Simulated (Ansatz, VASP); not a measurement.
One calculation of Li2H7, two programs

INCAR

```
PREC = Accurate
ENCUT = 520
EDIFF = 1E-6
ISMEAR = 0
SIGMA = 0.1
LREAL = False
LASPH = True
NELM = 100
ALGO = Normal
ISIF = 2
LWAVE = False
LCHARG = False
GGA = PE
NBANDS = 16
```

KPOINTS

```
Automatic mesh
0
Gamma
  6 6 4
```

POSCAR

```
Li2H7
1.0
    2.0550098600     -3.6245934500      0.0000000000
    2.0550098600      3.6245934500      0.0000000000
   -1.5233413700      0.0000000000      5.2990545900
Li H
2 7
Direct
    0.8996499900      0.8996499900      0.2318580100
    0.1003500100      0.1003500100      0.7681419900
    0.5000000000      0.0000000000      0.5000000000
    0.0000000000      0.5000000000      0.5000000000
    0.4551000000      0.7911530400      0.8450639900
    0.7911530400      0.4551000000      0.8450639900
    0.5449000000      0.2088469600      0.1549360100
    0.2088469600      0.5449000000      0.1549360100
    0.5000000000      0.5000000000      0.5000000000
```

Input for Ansatz:

```yaml
crystal:
  lattice:
    - [2.05500986, -3.62459345, 0.0]
    - [2.05500986, 3.62459345, 0.0]
    - [-1.52334137, 0.0, 5.29905459]
  atoms:
    - { symbol: Li, position: [0.89964999, 0.89964999, 0.23185801] }
    - { symbol: Li, position: [0.10035001, 0.10035001, 0.76814199] }
    - { symbol: H, position: [0.5, 0.0, 0.5] }
    - { symbol: H, position: [0.0, 0.5, 0.5] }
    - { symbol: H, position: [0.4551, 0.79115304, 0.84506399] }
    - { symbol: H, position: [0.79115304, 0.4551, 0.84506399] }
    - { symbol: H, position: [0.5449, 0.20884696, 0.15493601] }
    - { symbol: H, position: [0.20884696, 0.5449, 0.15493601] }
    - { symbol: H, position: [0.5, 0.5, 0.5] }
basis:
  ecutwfc: 420
kpoints:
  mp_grid: { grid: [6, 6, 4] }
hamiltonian:
  xc: pbe
scf:
  occupations: { method: gaussian, width: 0.1 }
  lower_state_search: "off"
output:
  forces: true
  stress: true
  eigenvalues: true
```

Change from the starting cell: species swapped into the Hf2Co7 type (C2/m, No. 12).

Alike in both runs: task single point; functional PBE; k mesh 6 × 6 × 4; occupations gaussian, width 0.1 eV; no spin polarisation.

|  | VASP | Ansatz |
| --- | --- | --- |
| version | VASP 6.6.1 | Ansatz 0.2.0 |
| potentials or method | VASP PAW PBE potentials, release 64 (Li_sv, H) | scalar-relativistic, plane waves, PAW |
| plane-wave cutoff (eV) | 520 | 420 |
| valence electrons in the cell | 13 | 13 |

VASP gave:

| Item | Value |
| --- | --- |
| gap on the k mesh at the Fermi level (eV) | none |
| rms of the force components (eV/Å) | 0.088 |

Question: What did Ansatz give for the same quantities?

Answer: gap on the k mesh at the Fermi level (eV): none; rms of the force components (eV/Å): 0.087.

Atom by atom the forces differ by 0.001 eV/Å (rms over components). A gap of «none» marks a metal or a gap that the smearing closes. With one functional, cell and mesh, what is left measures potentials, basis and numerics.
